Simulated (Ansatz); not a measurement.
## Relaxing SiO₂

Method: Ansatz 0.2.0, DFT LDA, scalar-relativistic, plane waves, PAW. Settings: 420 eV cutoff, 6×6×4 k-mesh, Gaussian smearing of 0.02 eV, no spin polarisation.

What was changed: equal strain along all axes, cell held, atoms relaxed: -1.5 %.

Command:

```bash
ansatz run input.yaml --threads 1 --pin off --max-ram 2560MiB --backend cpu --events-out ev --progress --plain --runs-dir out
```

Input:

```yaml
crystal:
  lattice:
    - [4.8549537689, 0.0, 0.0]
    - [0.0, 4.8549537689, 0.0]
    - [0.0, 0.0, 7.1794738919]
  atoms:
    - { symbol: Si, position: [0.0, 0.0, 0.0] }
    - { symbol: Si, position: [0.0, 0.5, 0.25] }
    - { symbol: Si, position: [0.5, 0.5, 0.5] }
    - { symbol: Si, position: [0.5, 0.0, 0.75] }
    - { symbol: O, position: [0.0985467053, 0.25, 0.125] }
    - { symbol: O, position: [0.25, 0.5985467053, 0.375] }
    - { symbol: O, position: [0.75, 0.4014532947, 0.375] }
    - { symbol: O, position: [0.9014532947, 0.75, 0.125] }
    - { symbol: O, position: [0.5985467053, 0.75, 0.625] }
    - { symbol: O, position: [0.75, 0.0985467053, 0.875] }
    - { symbol: O, position: [0.25, 0.9014532947, 0.875] }
    - { symbol: O, position: [0.4014532947, 0.25, 0.625] }
basis:
  ecutwfc: 420
kpoints:
  mp_grid: { grid: [6, 6, 4] }
hamiltonian:
  xc: lda
scf:
  occupations: { method: gaussian, width: 0.02 }
output:
  forces: true
  stress: true
  eigenvalues: true
relax:
  adjacent_minimum: "off"
  f_tol: 0.008
  max_steps: 40
```

F is the free energy.

Steps:

| step | F − F(1) (eV) | largest force component (eV/Å) |
| --- | --- | --- |
| 1 | 0.0000 | 0.551 |
| 2 | -0.0485 | 0.473 |
| 3 | -0.1646 | 0.110 |
| 4 | -0.1702 | 0.000 |
| 5 | -0.1702 | 0.000 |

Relaxed structure:

```
CELL_PARAMETERS angstrom
4.85495 0.00000 0.00000
0.00000 4.85495 0.00000
0.00000 0.00000 7.17947
ATOMIC_POSITIONS crystal
Si 0.00000 0.00000 0.00000
Si 0.00000 0.50000 0.25000
Si 0.50000 0.50000 0.50000
Si 0.50000 0.00000 0.75000
O 0.11380 0.25000 0.12500
O 0.25000 0.61380 0.37500
O 0.75000 0.38620 0.37500
O 0.88620 0.75000 0.12500
O 0.61380 0.75000 0.62500
O 0.75000 0.11380 0.87500
O 0.25000 0.88620 0.87500
O 0.38620 0.25000 0.62500
```

Symmetry: I-42d, No. 122, tetragonal system. Conventional cell: a = 4.855 Å, b = 4.855 Å, c = 7.179 Å, α = 90.00°, β = 90.00°, γ = 90.00°. Si (site symmetry -4) is surrounded by 4 O at 1.61 Å. O (site symmetry 2) is surrounded by 2 Si at 1.61 Å.

The run converged. The run took 67 s on 1 thread of Oxide Virtual Turin-like Processor (Zen 5) (shared host), peak memory 0.49 GiB.